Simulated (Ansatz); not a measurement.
# CaO: the cost of one run

Computed with Ansatz 0.2.0 (DFT PBE, scalar-relativistic, plane waves, PAW, unless a step's input says otherwise).

1 further run of the same task is left out (it didn't finish).

**1. Starting point**

Symmetry: Fd-3m, No. 227, cubic system. The conventional cell has a = 6.392 Å, b = 6.392 Å, c = 6.392 Å, α = 90.00°, β = 90.00°, γ = 90.00°. Around Ca (site symmetry -43m) lie 4 Ca at 2.77 Å and 4 O at 2.77 Å. O (site symmetry -43m) is surrounded by 4 Ca at 2.77 Å and 4 O at 2.77 Å.

Coordinates:

```cif
data_structure
_symmetry_space_group_name_H-M 'Fd-3m:1'
_symmetry_Int_Tables_number 227
_cell_length_a 6.3920
_cell_length_b 6.3920
_cell_length_c 6.3920
_cell_angle_alpha 90.000
_cell_angle_beta 90.000
_cell_angle_gamma 90.000
_cell_volume 261.17
loop_
_atom_site_label
_atom_site_type_symbol
_atom_site_symmetry_multiplicity
_atom_site_Wyckoff_symbol
_atom_site_fract_x
_atom_site_fract_y
_atom_site_fract_z
_atom_site_occupancy
Ca1 Ca 8 a 0.50000 0.00000 0.50000 1
O1 O 8 b 0.00000 0.00000 0.50000 1
```

The cell is invented: species swapped into a database cell of LiGa (Fd-3m, No. 227), with Ca on the Li sites and O on the Ga sites. The dimensions are guesses.

**2. Probe: one point on a coarse mesh**

input.yaml

```yaml
crystal:
  lattice:
    - [0.0, 3.19601672, 3.19601672]
    - [3.19601672, 0.0, 3.19601672]
    - [3.19601672, 3.19601672, 0.0]
  atoms:
    - { symbol: Ca, position: [0.5, 0.5, 0.5] }
    - { symbol: Ca, position: [0.75, 0.75, 0.75] }
    - { symbol: O, position: [0.0, 0.0, 0.0] }
    - { symbol: O, position: [0.25, 0.25, 0.25] }
basis:
  ecutwfc: 420
kpoints:
  mp_grid: { grid: [6, 6, 6] }
hamiltonian:
  xc: pbe
scf:
  occupations: { method: gaussian, width: 0.1 }
  lower_state_search: "off"
output:
  forces: true
  stress: true
  eigenvalues: true
```

Launch:

```bash
> ansatz run input.yaml --threads 1 --pin off --max-ram 2560MiB --backend cpu --events-out ev --progress --plain --runs-dir out
```

**Question.** How long does this run take on 1 thread of AMD EPYC (Zen 3), shared host, and how much memory does it need?

About 3.4 s, with a peak of 0.33 GiB.
